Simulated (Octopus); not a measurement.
# FeO (Wuestite) (Fm-3m) in Octopus: single point with BLYP+D3M(BJ)+U

Aim: the single point of FeO (Wuestite) with BLYP+D3M(BJ)+U.

All numbers are computed with Octopus 16.4; they aren't measurements. Logs are shortened: lines on timing, memory, paths and dates and some standing lists are left out, and cuts for length are marked.

**1. The undisturbed crystal**

It takes space group Fm-3m (No. 225, cubic). Conventional cell: a = 4.311 Å, b = 4.311 Å, c = 4.311 Å, α = 90.00°, β = 90.00°, γ = 90.00°. Around Fe (site symmetry m-3m) lie 6 O at 2.16 Å. O (site symmetry m-3m) is surrounded by 6 Fe at 2.16 Å.

**2. Single point, BLYP+D3M(BJ)+U, collinear spin, ferromagnetic start (volume scaled by 1.08)**

Input file inp:

```
CalculationMode = gs
UnitsOutput = eV_Angstrom
PeriodicDimensions = 3
ExperimentalFeatures = yes
PseudopotentialSet = pseudodojo_pbe
%Species
 "Fe" | species_pseudo | hubbard_l | 2 | hubbard_u | 5*eV
%
%LatticeParameters
 1*angstrom | 1*angstrom | 1*angstrom
%
%LatticeVectors
 0 | 2.2114092933 | 2.2114092933
 2.2114092933 | 0 | 2.2114092933
 2.2114092933 | 2.2114092933 | 0
%
XYZCoordinates = "FeO.xyz"
%Spacing
 0.14892405*angstrom | 0.14892405*angstrom | 0.14892405*angstrom
%
DerivativesOrder = 8
%KPointsGrid
 8 | 8 | 8
%
KPointsUseSymmetries = yes
XCFunctional = gga_x_b88 + gga_c_lyp
VDWCorrection = vdw_d3m_bj
VDWD3Functional = "b-lyp"
SpinComponents = polarized
KPointsUseTimeReversal = no
GuessMagnetDensity = user_defined
%AtomsMagnetDirection
 9.0
 0.0
%
DFTULevel = dft_u_empirical
AOTruncation = ao_box
SmearingFunction = cold_smearing
Smearing = 0.2*eV
ExtraStates = 10
Eigensolver = chebyshev_filter
ConvRelDens = 1e-6
MaximumIter = 120
Preconditioner = pre_jacobi
%Output
 density | cube
 elf | cube
 potential | cube
 occ_matrices
%
```

Input file FeO.xyz:

```xyz
2
Lattice="0.0000000000 2.2114092933 2.2114092933 2.2114092933 0.0000000000 2.2114092933 2.2114092933 2.2114092933 0.0000000000" Properties=species:S:1:pos:R:3 pbc="T T T"
Fe     0.0000000000      0.0000000000      0.0000000000
O      2.2114092933      2.2114092933      2.2114092933
```

Potentials or basis: pseudodojo_pbe (PseudoDojo 0.5, PBE).

On the command line:

```sh
OMP_NUM_THREADS=1 octopus > out.log
```

out.log:

```text
Running octopus

Version                : 16.4
Optional libraries     :

************************** Calculation Mode **************************
Input: [CalculationMode = gs]
**********************************************************************

Input: [SpinComponents = polarized]

******************************* Space ********************************
Octopus will run in 3 dimension(s).
Octopus will treat the system as periodic in 3 dimension(s).
**********************************************************************

Input: [AllElectronType = no]
Input: [PseudopotentialSet = pseudodojo_pbe]
Reading Coordinates from FeO.xyz

****************************** Species *******************************
  Species 'Fe'
    type             : pseudopotential
    file             : 'Fe.upf'
    file format      : UPF2
    valence charge   : 16.0
    atomic number    :  26
    form on file     : kleinman-bylander
    lmax             : 2
    llocal           : -1
    projectors per l : 2
    total projectors : 6
    application form : kleinman-bylander
    orbitals         : 10
    bound orbitals   : 10

  Species 'O'
    type             : pseudopotential
    file             : 'O.upf'
    file format      : UPF2
    valence charge   : 6.0
    atomic number    :   8
    form on file     : kleinman-bylander
    lmax             : 2
    llocal           : -1
    projectors per l : 2
    total projectors : 6
    application form : kleinman-bylander
    orbitals         :  4
    bound orbitals   :  4

**********************************************************************

***************************** Symmetries *****************************
Space group No.  225
International: Fm-3m
Schoenflies: Oh^5
Info: The system has    48 symmorphic symmetries that can be used.
  Index                Rotation matrix                      Fractional translations
    1 :     1   0   0     0   1   0     0   0   1      0.000000    0.000000    0.000000
    2 :    -1   0   0     0  -1   0     0   0  -1      0.000000    0.000000    0.000000
    3 :     1   0  -1     1   0   0     1  -1   0      0.000000    0.000000    0.000000
    4 :    -1   0   1    -1   0   0    -1   1   0      0.000000    0.000000    0.000000
    5 :     0   1  -1     1   0  -1     0   0  -1      0.000000    0.000000    0.000000
    6 :     0  -1   1    -1   0   1     0   0   1      0.000000    0.000000    0.000000
[... 40 lines left out ...]
   47 :     0   1  -1    -1   1   0     0   1   0      0.000000    0.000000    0.000000
   48 :     0  -1   1     1  -1   0     0  -1   0      0.000000    0.000000    0.000000
Info: The system also has     0 nonsymmorphic symmetries (not used for electrons).
**********************************************************************

Input: [CurvMethod = curv_affine]
Input: [DerivativesStencil = stencil_stargeneral]

****************************** Lattice *******************************
  Lattice Vectors [A]
    0.000000    2.211409    2.211409
    2.211409    0.000000    2.211409
    2.211409    2.211409    0.000000
  Cell volume =            21.6290 [A^3]
  Reciprocal-Lattice Vectors [A^-1]
   -1.420629    1.420629    1.420629
    1.420629   -1.420629    1.420629
    1.420629    1.420629   -1.420629
  Cell angles [degree]
    alpha =   60.000
    beta  =   60.000
    gamma =   60.000
**********************************************************************

Checking if the generated full k-point grid is symmetric

    29 k-points generated from parameters :
 ---------------------------------------------------
    n =    8    8    8

    s1  =  0.00  0.00  0.00

   index |      weight  |             coordinates              |
       1 |     0.001953 |    0.000000    0.000000    0.000000  |
       2 |     0.015625 |    0.125000    0.000000    0.000000  |
       3 |     0.011719 |    0.125000    0.125000    0.000000  |
       4 |     0.023438 |   -0.125000    0.125000    0.000000  |
[... 175 lines left out ...]

Total Magnetic Moment:
 mz =   9.001134
Local Magnetic Moments (sphere radius [A] =   1.564):
 Ion                    mz
   1        Fe       8.747516
   2         O       1.527286
Info: Setting up Hamiltonian.
Info: Performing initial LCAO calculation with     14 orbitals.
Info: Getting Hamiltonian matrix elements.

Eigenvalues [eV]
 #st  Spin   Eigenvalue      Occupation
#k =       1, k = (  0.000000,  0.000000,  0.000000)
   1   up   -88.399365       1.000000
   1   dn   -79.463469       1.000000
   2   up   -54.444049       1.000000
   2   dn   -45.410039       1.000000
   3   up   -54.443803       1.000000
   3   dn   -45.410039       1.000000
[... 20 lines left out ...]
  14   up     2.636034       1.000000
  14   dn     6.327714       1.000000
#k =       2, k = (  0.125000,  0.000000,  0.000000)
   1   up   -88.305004       1.000000
   1   dn   -79.366113       1.000000
   2   up   -54.426054       1.000000
   2   dn   -45.396948       1.000000
   3   up   -54.425827       1.000000
   3   dn   -45.395288       1.000000
[... 20 lines left out ...]
  14   up     3.603632       1.000000
  14   dn     7.079100       1.000000
[... 27 further k-points ...]
Fermi energy =    10.978153 eV
Generating random wavefunctions for states       15 and above
Orthogonalizing wavefunctions.
Info: Ground-state restart information will be written to 'restart/gs'.
Info: SCF using complex wavefunctions.
Info: Starting SCF iteration.

*********************** SCF CYCLE ITER #    1 ************************
 etot  = -3.83607332E+03 abs_ev   =  8.64E+01 rel_ev   =  1.63E-01
 ediff =        1.41E+02 abs_dens =  5.40E+00 rel_dens =  2.46E-01
Matrix vector products: 1450
Converged eigenvectors: 0

#  State  KPoint  Spin  Eigenvalue [eV]  Occupation    Error
      1       1    up      -88.402808    1.000000   ( 1.4E-06)
      1       2    up      -88.402347    1.000000   ( 1.3E-05)
      1       3    up      -88.402193    1.000000   ( 1.6E-05)
      1       4    up      -88.401668    1.000000   ( 2.9E-05)
      1       5    up      -88.401297    1.000000   ( 2.6E-05)
      1       6    up      -88.401233    1.000000   ( 2.6E-05)
      1      10    up      -88.400710    1.000000   ( 2.3E-05)
      1       7    up      -88.400555    1.000000   ( 2.5E-05)
[... 23 lines left out ...]
     21      26    dn       32.902225    0.000000   ( 9.2E-02)
     21      24    up       32.965839    0.000000   ( 9.8E-02)
     21      28    up       33.029720    0.000000   ( 1.4E-01)
     21      27    up       33.122893    0.000000   ( 1.2E-01)
     21      24    dn       33.146532    0.000000   ( 1.0E-01)
     21      21    dn       33.177032    0.000000   ( 9.9E-02)
     21      28    dn       33.193795    0.000000   ( 1.1E-01)
     21      29    dn       33.215195    0.000000   ( 1.3E-01)

Density of states:

-------------------------------------------------%--------------------
-------------------------------------------------%--------------------
-------------------------------------------------%--------------------
-------------------------------------------------%--------------------
-------------------%----%-----------------------%%----%%--------------
-------------------%----%-----------------------%%----%%--------------
-------------------%----%---------------%-------%%----%%--------------
-------------------%----%---------------%------%%%%---%%-%-%-------%--
%----%-------------%----%---------------%------%%%%---%%%%%%%%-%%%%%%-
%----%-------------%----%---------------%------%%%%--%%%%%%%%%%%%%%%%%
                                                      ^

Fermi energy =     6.299343 eV
Total Magnetic Moment:
 mz =   4.505706
Local Magnetic Moments (sphere radius [A] =   1.564):
 Ion                    mz
   1        Fe       4.427793
   2         O       0.584530
[... 273 lines left out ...]
*********************** SCF CYCLE ITER #   17 ************************
 etot  = -3.85656194E+03 abs_ev   =  3.79E-05 rel_ev   =  7.27E-08
 ediff =        3.45E-06 abs_dens =  1.44E-06 rel_dens =  6.54E-08
Matrix vector products: 1450
Converged eigenvectors: 0

#  State  KPoint  Spin  Eigenvalue [eV]  Occupation    Error
      1       1    up      -86.755478    1.000000   ( 1.9E-07)
      1       2    up      -86.754979    1.000000   ( 1.9E-07)
      1       3    up      -86.754813    1.000000   ( 1.9E-07)
      1       4    up      -86.754245    1.000000   ( 1.8E-07)
      1       5    up      -86.753843    1.000000   ( 1.8E-07)
      1       6    up      -86.753774    1.000000   ( 1.8E-07)
      1      10    up      -86.753208    1.000000   ( 1.8E-07)
      1       7    up      -86.753040    1.000000   ( 1.8E-07)
[... 23 lines left out ...]
     21      28    up       31.605793    0.000000   ( 3.2E-02)
     21      26    up       31.703576    0.000000   ( 3.2E-02)
     21      26    dn       31.712566    0.000000   ( 2.2E-02)
     21      29    up       32.406407    0.000000   ( 2.5E-02)
     21      29    dn       32.462173    0.000000   ( 1.8E-02)
     21      28    dn       32.472804    0.000000   ( 2.5E-02)
     21      24    up       32.693709    0.000000   ( 3.2E-02)
     21      24    dn       32.763888    0.000000   ( 2.1E-02)

Density of states:

-------------------------------------------------%--------------------
--------------------%-%-------------------------%%%-------------------
--------------------%-%-------------------------%%%-------------------
--------------------%-%-------------------------%%%--%----------------
--------------------%-%-------------------------%%%--%%------------%--
--------------------%-%------------------%------%%%--%%-----%------%--
--------------------%-%------------------%------%%%--%%--%%-%---%--%--
%-%-----------------%-%------------------%------%%%-%%%-%%%%%--%%%%%--
%-%-----------------%-%------------------%------%%%%%%%%%%%%%%%%%%%%%-
%-%-----------------%-%------------------%%----%%%%%%%%%%%%%%%%%%%%%%-
                                                     ^

Fermi energy =     4.199181 eV
Total Magnetic Moment:
 mz =   4.004009
Local Magnetic Moments (sphere radius [A] =   1.564):
 Ion                    mz
   1        Fe       3.816206
   2         O       0.605038

**********************************************************************

Info: SCF converged in   17 iterations

** Warning:
**   Some of the states are not fully converged!

Info: Number of matrix-vector products:      24650
Info: Writing output to static/

Info: Finished writing information to 'restart/gs'.

Octopus emitted 42 warnings.

Octopus used 2 experimental features:

  Since you used one or more experimental features, results are likely
  wrong and should not  be considered as valid scientific data.  Check

  or contact the octopus developers for details.
```

Wall time 5.7 min (1 thread of Arm Neoverse V1, shared host); peak memory 0.91 GiB.

What came out:

* Free energy: -3856.5698 eV
* Band gap on the k mesh: none (metal or under the smearing width)
* Net moment: 4.00 μB per cell
* Site moments: Fe +3.82; O +0.61 μB

Levels at points of the mesh, in eV from the Fermi level:
Spin up:
```tsv
k point	band 10	band 11	band 12	band 13	band 14	band 15	band 16	band 17
(0.00, 0.00, 0.00)	-7.16	-3.98	-3.98	-3.97	-0.69	15.07	15.89	15.89
(0.50, 0.00, 0.00)	-6.57	-5.24	-2.14	-2.13	3.59	7.24	11.42	11.42
(0.50, 0.50, 0.00)	-6.36	-6.35	-5.05	-5.05	4.03	7.96	9.90	13.31
```
Spin down:
```
           k point  band 5  band 6  band 7  band 8  band 9  band 10  band 11  band 12  band 13  band 14
(0.00, 0.00, 0.00)  -20.16   -3.60   -3.60   -3.59   -0.65    -0.65    -0.65    -0.14     1.45     1.45
(0.50, 0.00, 0.00)  -19.13   -7.96   -4.91   -4.90    0.37     0.37     0.46     3.40     3.40     3.89
(0.50, 0.50, 0.00)  -19.05   -6.92   -4.69   -4.68   -1.88     0.67     0.67     1.96     2.11     5.11
```

Caveat: U acts on the potentials' truncated atomic orbitals, so values differ from other programs' at the same U, and they weren't checked against one; a cell with one magnetic atom can't hold antiferromagnetic order, which such compounds often take.
